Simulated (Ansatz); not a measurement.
# Step by step: PbSe, relaxation of cell and atoms

All numbers below come from Ansatz 0.2.0, DFT, PBE, PAW with Ansatz's default frozen-core files, scalar-relativistic.

Command: `ansatz run input.yaml --threads 1 --pin off --max-ram 2048MiB --backend cpu --events-out ev --progress --plain --runs-dir out` The run took about 13 s on 1 thread of a shared machine.

```yaml
crystal:
  lattice:
    - [0.0, 2.8525180429, 2.8525180429]
    - [2.8525180429, 0.0, 2.8525180429]
    - [2.8525180429, 2.8525180429, 0.0]
  atoms:
    - { symbol: Pb, position: [0.0, 0.0, 0.0] }
    - { symbol: Se, position: [0.5, 0.5, 0.5] }
kpoints:
  mp_grid: { grid: [10, 10, 10] }
scf:
  occupations: { method: fermi_dirac, width: 0.03 }
hamiltonian:
  xc: pbe
  pseudopotentials: { kind: paw }
output:
  forces: true
  stress: true
relax:
  f_tol: 0.005
  max_steps: 80
  cell: {}
```

Spin–orbit coupling is left out, though it moves levels of the heavy atoms by tenths of an eV or more.

The cell is built from the rocksalt type as a first guess.

The cutoff is 420 eV; energies and pressures of the walk include the program's estimate of the Pulay term.

Each frame lists the cell vectors (Å), then Cartesian positions (Å); symmetry keeps all forces zero. Free energies count from the first step, -17375.9063 eV.

The walk took 6 evaluations in all; steps that aren't listed are left out.

Step 1: E = 0.0 meV, P = 21.15 GPa

```
cell 0.0000 2.8525 2.8525 2.8525 0.0000 2.8525 2.8525 2.8525 0.0000
Pb    0.0000    0.0000    0.0000
Se    2.8525    2.8525    2.8525
```

Step 2: E = -587.2 meV, P = 6.94 GPa

```
cell 0.0000 2.9916 2.9916 2.9916 0.0000 2.9916 2.9916 2.9916 0.0000
Pb    0.0000    0.0000    0.0000
Se    2.9916    2.9916    2.9916
```

Step 3: E = -702.1 meV, P = 1.91 GPa

```
cell 0.0000 3.0701 3.0701 3.0701 0.0000 3.0701 3.0701 3.0701 0.0000
Pb    0.0000    0.0000    0.0000
Se    3.0701    3.0701    3.0701
```

Step 4: E = -713.6 meV, P = -0.43 GPa

```
cell 0.0000 3.1175 3.1175 3.1175 0.0000 3.1175 3.1175 3.1175 0.0000
Pb    0.0000    0.0000    0.0000
Se    3.1175    3.1175    3.1175
```

Question: How does the relaxation end?

Answer: It converges, with a = 6.216 Å, b = 6.216 Å, c = 6.216 Å, α = 90.00°, β = 90.00°, γ = 90.00° (conventional cell, space group Fm-3m). The last solve (on a basis chosen afresh for the final cell, so its energy is not quite comparable) gives E = -716.1 meV, P = 0.05 GPa:
```
cell 0.0000 3.1080 3.1080 3.1080 0.0000 3.1080 3.1080 3.1080 0.0000
Pb    0.0000    0.0000    0.0000
Se    3.1080    3.1080    3.1080
```
